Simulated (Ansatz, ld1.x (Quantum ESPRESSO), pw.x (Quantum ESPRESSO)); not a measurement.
## pw.x on bcc Sr: one setting changed

Potential: norm-conserving Troullier–Martins (Kleinman–Bylander form), ld1.x (Quantum ESPRESSO) 7.5, PBE; core [Kr], reference 4d0 5s2 5p0; waves: 5s (bound): rc 2.95 bohr; 5p (bound, empty): rc 5.88 bohr; 4d (bound, empty): rc 3.30 bohr; local part: all-electron potential smoothed inside 3.25 bohr (lloc = -1); core correction: a·sin(br)/r model core, default radius (core density twice the valence density).

The reference run (k-mesh 10³, cutoffs 50/200 Ry, Fermi–Dirac 0.01 Ry, mixing_beta 0.4, conv_thr 1e-9, no spin) gives -0.15 GPa at 54.586 Å³/atom, where all-electron LAPW gives 0.01 GPa. This run, with its own iteration cap, changes mixing_ndim to 2.

```
&control
  calculation='scf', prefix='x', pseudo_dir='./', outdir='./tmp', tstress=.true., disk_io='none'
/
&system
  ibrav=0, nat=1, ntyp=1, ecutwfc=50, ecutrho=200, nbnd=8,
  occupations='smearing', smearing='fd', degauss=0.01
/
&electrons
  conv_thr=1e-09, mixing_beta=0.4, electron_maxstep=70, mixing_ndim=2
/
ATOMIC_SPECIES
Sr 1.0 Sr.UPF
CELL_PARAMETERS angstrom
  -2.38968373 2.38968373 2.38968373
  2.38968373 -2.38968373 2.38968373
  2.38968373 2.38968373 -2.38968373
ATOMIC_POSITIONS crystal
Sr 0.0000 0.0000 0.0000
K_POINTS automatic
10 10 10 0 0 0
```

```bash
pw.x < Sr.scf.in > Sr.scf.out
```

How does the run end?

It converges in 6 iterations; the free energy moves by +0.0 meV/atom and the pressure by +0.00 GPa. The result is that of the reference run.

```
Message from routine setup:
     using ibrav=0 with symmetry is DISCOURAGED, use correct ibrav instead
     lattice parameter (alat)  =       7.8217  a.u.
     unit-cell volume          =     368.3646 (a.u.)^3
     number of electrons       =         2.00
     number of Kohn-Sham states=            8
     kinetic-energy cutoff     =      50.0000  Ry
     charge density cutoff     =     200.0000  Ry
     scf convergence threshold =      1.0E-09
     Exchange-correlation= PBE
     number of k points=    47  Fermi-Dirac smearing, width (Ry)=  0.0100
     iteration #  1     ecut=    50.00 Ry     beta= 0.40
     total energy              =      -2.54459014 Ry
     estimated scf accuracy    <       0.00078668 Ry
     iteration #  2     ecut=    50.00 Ry     beta= 0.40
     total energy              =      -2.54484231 Ry
     estimated scf accuracy    <       0.00030373 Ry
     iteration #  3     ecut=    50.00 Ry     beta= 0.40
     total energy              =      -2.54486128 Ry
     estimated scf accuracy    <       0.00000043 Ry
     iteration #  4     ecut=    50.00 Ry     beta= 0.40
     total energy              =      -2.54486229 Ry
     estimated scf accuracy    <       0.00000019 Ry
     iteration #  5     ecut=    50.00 Ry     beta= 0.40
     total energy              =      -2.54486231 Ry
     estimated scf accuracy    <          3.6E-09 Ry
     iteration #  6     ecut=    50.00 Ry     beta= 0.40
     the Fermi energy is     1.8463 ev
!    total energy              =      -2.54486231 Ry
     estimated scf accuracy    <          5.2E-10 Ry
     smearing contrib. (-TS)   =      -0.00605883 Ry
     The total energy is F=E-TS. E is the sum of the following terms:
     one-electron contribution =       1.05593389 Ry
     hartree contribution      =       0.00399581 Ry
     xc contribution           =      -1.98697227 Ry
     ewald contribution        =      -1.61176092 Ry
     convergence has been achieved in   6 iterations
          total   stress  (Ry/bohr**3)                   (kbar)     P=       -1.51
     Message from routine punch:
     Nothing written, as per user request (disk_io='none')
```

The run took about 8.8 s on one core of a shared host (Neoverse-V1, 32 threads, 247 GiB, load 22).
